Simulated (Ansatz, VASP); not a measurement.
# BiTe: VASP beside Ansatz

```
Bi Te
1.0
     0.00000    3.23500    3.23500
     3.23500    0.00000    3.23500
     3.23500    3.23500    0.00000
Bi Te
1 1
Direct
  0.00000 0.00000 0.00000
  0.50000 0.50000 0.50000
```

Alike in both runs: task relaxation of cell and atoms; functional PBEsol; dispersion D4; k mesh 7 × 7 × 7; occupations fermi-dirac, width 0.05 eV; no spin polarisation.

|  | VASP | Ansatz |
| --- | --- | --- |
| version | VASP 6.6.1 | Ansatz 0.2.0 |
| potentials or method | VASP PAW PBE potentials, release 64 (Bi_d, Te) | Ansatz PAW |
| plane-wave cutoff (eV) | 600 | 420 |
| valence electrons in the cell | 21 | 31 |

```tsv
	VASP	Ansatz	Ansatz less VASP
gap on the k mesh at the Fermi level, each at its own relaxed structure (eV)	none	none	-
relaxed volume (Å³/atom)	32.02	32.01	-0.009
relaxed cell length with the largest relative difference (Å)	4.491	4.490	-0.0004
energy change over the relaxation (meV/atom)	-17	-17	-0.1
```

A gap of «none» marks a metal or a gap that the smearing closes. The two sets of potentials don't hold the same shells in valence.

Caveats: spin-orbit coupling is left out, which moves the levels of the heavy elements; pairwise dispersion overbinds metals, which lowers pressure and volume; the PAW data sets were made with another functional, which shifts forces and pressure a little (VASP); the plane-wave basis is chosen anew once the cell has moved, so the energies of steps on either side of that aren't comparable (Ansatz); the PAW data sets come from PBE, with cores solved anew for the run's functional, which leaves a small shift of forces and pressure (Ansatz).
